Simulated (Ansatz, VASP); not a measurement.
**Two plane-wave programs on Al2Au**

```
Al Au
1.0
     0.00000    3.05677    3.05677
     3.05677    0.00000    3.05677
     3.05677    3.05677    0.00000
Al Au
2 1
Direct
  0.50000 0.50000 0.50000
  0.75000 0.75000 0.75000
  0.00000 0.00000 0.00000
```

Alike in both runs: functional PBE; k mesh 14 × 14 × 14; occupations gaussian, width 0.1 eV; no spin polarisation.

Ansatz relaxed the structure, and its values are those at the end. VASP's run is a single point on that final structure, the one shown.

```csv
,VASP,Ansatz
version,VASP 6.6.1,Ansatz 0.2.0
potentials or method,"VASP PAW PBE potentials, release 64 (Al, Au)","scalar-relativistic, plane waves, PAW"
plane-wave cutoff (eV),520,420
valence electrons in the cell,17,25
```

|  | VASP | Ansatz | Ansatz less VASP |
| --- | --- | --- | --- |
| gap on the k mesh at the Fermi level (eV) | none | none | - |
| pressure (GPa) | -0.1 | 0.0 | +0.11 |

A gap of «none» marks a metal or a gap that the smearing closes. The functional is the same, so the differences come from potentials, cutoffs and numerics. The two sets of potentials don't hold the same shells in valence.

The runs have no spin-orbit coupling, so splittings on Au are missing.
